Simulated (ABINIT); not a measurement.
# BN (F-43m) in ABINIT: a series of runs

Aim: see how the results for BN move with the level of theory and the settings. Levels: PBE, PBE0. Tasks: single point.

All numbers are computed with ABINIT 10.8.3 (patched build); they aren't measurements. Logs are shortened: lines on timing, memory, paths and dates and some standing lists are left out, and cuts for length are marked. The log counts tension as positive stress, the text compression.

**Experimental background.**

A printed reference work, monograph reports, for a bulk crystal of BN at 300 K: band gap 6.4 eV (indirect).

The results are compared with them further down.

**1. The crystal as given**

Symmetry: F-43m, No. 216, cubic system. Conventional cell: a = 3.626 Å, b = 3.626 Å, c = 3.626 Å, α = 90.00°, β = 90.00°, γ = 90.00°. Around N (site symmetry -43m) lie 4 B at 1.57 Å. B (site symmetry -43m) has 4 N at 1.57 Å as nearest neighbours.

The cell is a database's computed one.

**2. Single point, PBE**

File run.abi:

```
# Pseudopotentials
pp_dirpath "./"
pseudos "N.upf, B.upf"

# Structure
acell 3*1.0 Angstrom
rprim
     0.0000000000     1.8130010000     1.8130010000
     1.8130010000     0.0000000000     1.8130010000
     1.8130010000     1.8130010000     0.0000000000
ntypat 2
znucl 7 5
natom 2
typat 1 2
xcart
     0.9065005000     0.9065005000     0.9065005000
     0.0000000000     0.0000000000     0.0000000000 Angstrom

# Plane-wave basis
ecut 952.398519 eV

# k points
kptopt 1
ngkpt 8 8 8
nshiftk 1
shiftk 0.0 0.0 0.0

# Exchange and correlation
ixc 11

# Bands and occupations
nband 6
occopt 1

# SCF cycle
nstep 100
tolvrs 1.0e-10
diemac 6.0

# Output
iomode 3
prtwf 0
prteig 0
prtebands 0
prtden 1
prtvha 1
prtvclmb 1
prtpot 1
prtelf 1
```

Potentials or basis: PseudoDojo NC SR PBE v0.4.1 standard.

Started as:

```
mpirun --bind-to none -np 8 abinit run.abi > log 2>&1
```

run.abo:

```text
.Version 10.8.3 of ABINIT
 Symmetries : space group F-4 3 m (#216); Bravais cF (face-center cubic)
================================================================================
 Values of the parameters that define the memory need of the present run
     intxc =       0    ionmov =       0      iscf =       7    lmnmax =       4
     lnmax =       4     mgfft =      27  mpssoang =       2    mqgrid =    3001
     natom =       2  nloc_mem =       1    nspden =       1   nspinor =       1
    nsppol =       1      nsym =      24    n1xccc =    2501    ntypat =       2
    occopt =       1   xclevel =       2
       mpw =         817          nfft =       19683          nkpt =          29
================================================================================
================================================================================

--------------------------------------------------------------------------------
------------- Echo of variables that govern the present computation ------------
--------------------------------------------------------------------------------
 -outvars: echo values of preprocessed input variables --------
            acell      1.8897261259E+00  1.8897261259E+00  1.8897261259E+00 Bohr
              amu      1.40067400E+01  1.08110000E+01
           diemac      6.00000000E+00
             ecut      3.50000000E+01 Hartree
              ixc          11
         kptrlatt        8    0    0      0    8    0      0    0    8
          kptrlen      3.87616179E+01
            natom           2
            nband           6
            ngfft          27      27      27
             nkpt          29
            nstep         100
             nsym          24
           ntypat           2
        prtebands           0
           prteig           0
           prtelf           1
           prtpot           1
         prtvclmb           1
           prtvha           1
            prtwf           0
            rprim      0.0000000000E+00  1.8130010000E+00  1.8130010000E+00
                       1.8130010000E+00  0.0000000000E+00  1.8130010000E+00
                       1.8130010000E+00  1.8130010000E+00  0.0000000000E+00
          spgroup         216
           tolvrs      1.00000000E-10
            typat      1  2
           xangst      9.0650050000E-01  9.0650050000E-01  9.0650050000E-01
                       0.0000000000E+00  0.0000000000E+00  0.0000000000E+00
            xcart      1.7130376780E+00  1.7130376780E+00  1.7130376780E+00
                       0.0000000000E+00  0.0000000000E+00  0.0000000000E+00
             xred      2.5000000000E-01  2.5000000000E-01  2.5000000000E-01
                       0.0000000000E+00  0.0000000000E+00  0.0000000000E+00
            znucl        7.00000    5.00000

================================================================================

 chkinp: Checking input parameters for consistency.

================================================================================
== DATASET  1 ==================================================================

--- !DatasetInfo
[... 98 lines left out ...]
...

 Integrated electronic density in atomic spheres:
 ------------------------------------------------
 Atom  Sphere_radius  Integrated_density
    1        2.00000          5.73645822
    2        2.00000          3.29697573
================================================================================

 ----iterations are completed or convergence reached----

 Mean square residual over all n,k,spin=   91.724E-07; max=  86.271E-05
 reduced coordinates (array xred) for    2 atoms
       0.250000000000      0.250000000000      0.250000000000
       0.000000000000      0.000000000000      0.000000000000
 rms dE/dt=  0.0000E+00; max dE/dt=  0.0000E+00; dE/dt below (all hartree)
    1       0.000000000000      0.000000000000      0.000000000000
    2       0.000000000000      0.000000000000      0.000000000000

 cartesian coordinates (angstrom) at end:
    1      0.90650050000000     0.90650050000000     0.90650050000000
    2      0.00000000000000     0.00000000000000     0.00000000000000

 cartesian forces (hartree/bohr) at end:
    1     -0.00000000000000    -0.00000000000000    -0.00000000000000
    2     -0.00000000000000    -0.00000000000000    -0.00000000000000
 frms,max,avg= 0.0000000E+00 0.0000000E+00   0.000E+00  0.000E+00  0.000E+00 h/b

 cartesian forces (eV/Angstrom) at end:
    1     -0.00000000000000    -0.00000000000000    -0.00000000000000
    2     -0.00000000000000    -0.00000000000000    -0.00000000000000
 frms,max,avg= 0.0000000E+00 0.0000000E+00   0.000E+00  0.000E+00  0.000E+00 e/A
 length scales=  1.889726125908  1.889726125908  1.889726125908 bohr
              =  1.000000000000  1.000000000000  1.000000000000 angstroms
 Fermi (or HOMO) energy (hartree) =   0.29779   Average Vxc (hartree)=  -0.47282
 Eigenvalues (hartree) for nkpt=  29  k points:
 kpt#   1, nband=  6, wtk=  0.00195, kpt=  0.0000  0.0000  0.0000 (reduced coord)
  -0.44120    0.29779    0.29779    0.29779    0.62237    0.62237
 prteigrs : prtvol=0 or 1, do not print more k-points.

--- !EnergyTerms
iteration_state     : {dtset: 1, }
comment             : Components of total free energy in Hartree
kinetic             :  9.38535837839424E+00
hartree             :  1.80037460090269E+00
xc                  : -4.36506679199395E+00
Ewald energy        : -1.31304313918359E+01
psp_core            :  8.55220410293565E-01
local_psp           : -6.88617839186726E+00
non_local_psp       : -1.06167406819986E+00
total_energy        : -1.34023972543065E+01
total_energy_eV     : -3.64697808309009E+02
band_energy         :  8.28399968809069E-02
...

 Cartesian components of stress tensor (hartree/bohr^3)
  sigma(1 1)=  6.66116793E-05  sigma(3 2)=  0.00000000E+00
  sigma(2 2)=  6.66116793E-05  sigma(3 1)=  0.00000000E+00
  sigma(3 3)=  6.66116793E-05  sigma(2 1)=  0.00000000E+00

-Cartesian components of stress tensor (GPa)         [Pressure= -1.9598E+00 GPa]
- sigma(1 1)=  1.95978327E+00  sigma(3 2)=  0.00000000E+00
- sigma(2 2)=  1.95978327E+00  sigma(3 1)=  0.00000000E+00
- sigma(3 3)=  1.95978327E+00  sigma(2 1)=  0.00000000E+00

== END DATASET(S) ==============================================================
================================================================================

 -outvars: echo values of variables after computation  --------
            acell      1.8897261259E+00  1.8897261259E+00  1.8897261259E+00 Bohr
           etotal     -1.3402397254E+01
            fcart     -0.0000000000E+00 -0.0000000000E+00 -0.0000000000E+00
                      -0.0000000000E+00 -0.0000000000E+00 -0.0000000000E+00
            rprim      0.0000000000E+00  1.8130010000E+00  1.8130010000E+00
                       1.8130010000E+00  0.0000000000E+00  1.8130010000E+00
                       1.8130010000E+00  1.8130010000E+00  0.0000000000E+00
           strten      6.6611679264E-05  6.6611679264E-05  6.6611679264E-05
                       0.0000000000E+00  0.0000000000E+00  0.0000000000E+00
           xangst      9.0650050000E-01  9.0650050000E-01  9.0650050000E-01
                       0.0000000000E+00  0.0000000000E+00  0.0000000000E+00
             xred      2.5000000000E-01  2.5000000000E-01  2.5000000000E-01
                       0.0000000000E+00  0.0000000000E+00  0.0000000000E+00
 Calculation completed.
```

Wall time 1.2 s (8 MPI ranks of AMD EPYC 9R45 (Zen 5), shared host); peak memory 0.48 GiB.

Results:

```yaml
Free_energy: -364.6978 eV
Pressure: -2.0 GPa
Band_gap_on_the_k_mesh: 4.52 eV, indirect (least direct gap 8.83 eV)
All_electrons_inside_the_program's_atomic_spheres: N 5.74; B 3.30
```

**3. Single point, PBE0**

Changes to run.abi since step 2:

```diff
@@ -28,3 +28,3 @@
 # Exchange and correlation
-ixc 11
+ixc 41
 
@@ -35,5 +35,5 @@
 # SCF cycle
-nstep 100
-tolvrs 1.0e-10
+nstep 60
 diemac 6.0
+toldfe 1.0e-7
```

Potentials or basis: PseudoDojo NC SR PBE v0.4.1 standard.

Started as:

```
mpirun --bind-to none -np 8 abinit run.abi > log 2>&1
```

Run time: 11 min. Hardware: 8 MPI ranks of AMD EPYC 9R45 (Zen 5), shared host; peak memory 0.72 GiB.

The run converged. Its results:

```
Free energy                                       : -364.7513 eV
Pressure                                          : -10.7 GPa
Band gap on the k mesh                            : 6.58 eV, indirect (least direct gap 11.30 eV)
All electrons inside the program's atomic spheres : N 5.76; B 3.29
```

Levels at points of the mesh, in eV from the valence-band top:
| k point | band 1 | band 2 | band 3 | band 4 | band 5 | band 6 |
| --- | --- | --- | --- | --- | --- | --- |
| (0.00, 0.00, 0.00) | -22.06 | 0.00 | 0.00 | 0.00 | 11.30 | 11.30 |
| (0.50, 0.00, 0.00) | -17.59 | -11.58 | -2.11 | -2.11 | 12.53 | 13.28 |
| (0.50, 0.50, 0.00) | -16.12 | -9.74 | -5.29 | -5.29 | 6.58 | 11.55 |

Caveat: the potentials were made for another functional, which shifts forces and pressure.

**4. Against experiment**

Step 2. Measured gap of BN: 6.4 eV (indirect; 300 K; a printed reference work, monograph). This calculation gives 4.52 eV (-1.88 eV). The value is that of PBE on a finite k mesh, which can miss the band edges, without temperature or zero-point motion. Semilocal functionals fall short of measured gaps as a rule. The cell is a database's relaxed one, not the measured one, which moves gaps too.

Step 3. Measured gap of BN: 6.4 eV (indirect; 300 K; a printed reference work, monograph). This calculation gives 6.58 eV (+0.18 eV). The value is that of PBE0 on a finite k mesh, which can miss the band edges, without temperature or zero-point motion. The cell is a database's relaxed one, not the measured one, which moves gaps too.
